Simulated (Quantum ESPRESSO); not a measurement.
A run of Quantum ESPRESSO 7.5 is set up as follows.

File pw.in:

```
&CONTROL
  calculation = 'scf'
  prefix = 'pwscf'
  outdir = './tmp'
  pseudo_dir = './pseudo'
  tprnfor = .true.
  tstress = .true.
  disk_io = 'low'
/
&SYSTEM
  ibrav = 0
  nat = 1
  ntyp = 1
  ecutwfc = 36
  ecutrho = 216
  nbnd = 15
  occupations = 'smearing'
  smearing = 'mv'
  degauss = 0.00999582
/
&ELECTRONS
  conv_thr = 2d-10
  electron_maxstep = 120
  mixing_beta = 0.3
/
ATOMIC_SPECIES
Hf   178.4900 Hf.GGA_PBE-JTH.UPF
CELL_PARAMETERS angstrom
  -1.8050000000    1.8050000000    1.8050000000
   1.8050000000   -1.8050000000    1.8050000000
   1.8050000000    1.8050000000   -1.8050000000
ATOMIC_POSITIONS crystal
Hf     0.0000000000    0.0000000000    0.0000000000
K_POINTS automatic
8 8 8 0 0 0
HUBBARD {atomic}
U Hf-5d 3.5
```

scf2.in

```
&CONTROL
  calculation = 'scf'
  prefix = 'pwscf'
  outdir = './tmp'
  pseudo_dir = './pseudo'
  tprnfor = .true.
  tstress = .true.
  disk_io = 'low'
/
&SYSTEM
  ibrav = 0
  nat = 1
  ntyp = 1
  ecutwfc = 36
  ecutrho = 216
  nbnd = 15
  occupations = 'smearing'
  smearing = 'mv'
  degauss = 0.00999582
/
&ELECTRONS
  conv_thr = 1d-13
  electron_maxstep = 120
  mixing_beta = 0.3
  startingpot = 'file'
  startingwfc = 'file'
/
ATOMIC_SPECIES
Hf   178.4900 Hf.GGA_PBE-JTH.UPF
CELL_PARAMETERS angstrom
  -1.8050000000    1.8050000000    1.8050000000
   1.8050000000   -1.8050000000    1.8050000000
   1.8050000000    1.8050000000   -1.8050000000
ATOMIC_POSITIONS crystal
Hf     0.0000000000    0.0000000000    0.0000000000
K_POINTS automatic
8 8 8 0 0 0
HUBBARD {atomic}
U Hf-5d 3.5
```

Contents of hp.in:

```
&INPUTHP
  prefix = 'pwscf'
  outdir = './tmp'
  nq1 = 2
  nq2 = 2
  nq3 = 2
  conv_thr_chi = 1d-06
  niter_max = 80
  iverbosity = 1
  alpha_mix(1) = 0.15
/
```

Potentials or basis: JTH 2.0 PBE.

Command:

```sh
$ OMP_NUM_THREADS=1 pw.x -in pw.in > pw.out
$ OMP_NUM_THREADS=1 pw.x -in scf2.in > scf2.out
$ OMP_NUM_THREADS=1 hp.x -in hp.in > hp.out
```

Task: Estimate the Hubbard U from linear response.

Result: 1.14 eV.

Task: Predict the band gap on the k mesh.

Result: None (metal or under the smearing width).

Eigenvalues of the final occupation matrices:
```tsv
site	spin	trace	eigenvalues
Hf 1 5d	each	2.55	0.47 0.47 0.47 0.57 0.57
```

Caveat: the computed U isn't converged in cell size; U without spin polarisation on a metal has little footing; the U is typed as a test and isn't derived for this compound. The run has no spin-orbit coupling, so splittings on Hf are missing.
